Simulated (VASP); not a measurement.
Input of a VASP 6.6.1 run:

The input INCAR:

```
SYSTEM = NaF
ALGO     = Fast           ! electronic algorithm
EDIFF    = 1E-7           ! SCF threshold, eV
ENCUT    = 520            ! plane-wave cutoff, eV
GGA      = PS             ! functional
ISIF     = 2              ! what is computed and relaxed
ISMEAR   = 0              ! smearing method
LASPH    = .True.         ! aspherical terms in the spheres
LCHARG   = .False.        ! write CHGCAR
LREAL    = .False.        ! projectors in reciprocal space
LWAVE    = .False.        ! write WAVECAR
NBANDS   = 14             ! bands
NELM     = 100            ! most SCF steps
PREC     = Accurate       ! precision mode
SIGMA    = 0.05           ! smearing width, eV
```

File KPOINTS:

```
k-points
0
Gamma
  8 8 8
  0 0 0
```

POSCAR

```
NaF
1.0
    0.0000000000      2.3233000000      2.3233000000
    2.3233000000      0.0000000000      2.3233000000
    2.3233000000      2.3233000000      0.0000000000
Na F
1 1
Direct
    0.0093189149      0.0093189149      0.0093189149
    0.5000000000      0.5000000000      0.5000000000
```

Potentials or basis: VASP PAW PBE potentials, release 64 (Na_pv, F).

Command:

```console
$ cat potpaw_PBE.64/Na_pv/POTCAR potpaw_PBE.64/F/POTCAR > POTCAR
$ mpirun -np 1 vasp_std > vasp.out
```

Q: Estimate the band gap on the k mesh.

A: 6.12 eV, direct.

Q: Predict the largest force.

A: 0.162 eV/Å.

Forces on the atoms (eV/Å):
```
Na  -0.094 -0.094 -0.094
F    0.094  0.094  0.094
```

Caveat: the PAW data sets were made with another functional, which shifts forces and pressure a little.
